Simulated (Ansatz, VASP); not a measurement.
# Be: VASP beside Ansatz

```
CELL_PARAMETERS angstrom
2.26616 0.00000 0.00000
-1.13308 1.96255 0.00000
0.00000 0.00000 3.55551
ATOMIC_POSITIONS crystal
Be 0.33333 0.66667 0.75000
Be 0.66667 0.33333 0.25000
```

Alike in both runs: functional r2SCAN; k mesh 20 × 20 × 12; occupations gaussian, width 0.05 eV; no spin polarisation.

Ansatz relaxed the structure, and its values are those at the end. VASP's run is a single point on that final structure, the one shown.

```csv
,VASP,Ansatz
version,VASP 6.6.1,Ansatz 0.2.0
potentials or method,"VASP PAW PBE potentials, release 64 (Be)","scalar-relativistic, plane waves, PAW"
plane-wave cutoff (eV),520,600
valence electrons in the cell,4,4
```

|  | VASP | Ansatz | Ansatz less VASP |
| --- | --- | --- | --- |
| gap on the k mesh at the Fermi level (eV) | none | none | - |
| pressure (GPa) | 0.3 | 0.1 | -0.20 |

A gap of «none» marks a metal or a gap that the smearing closes.

Caveats: the PAW data sets were made with another functional, which shifts forces and pressure a little (VASP).
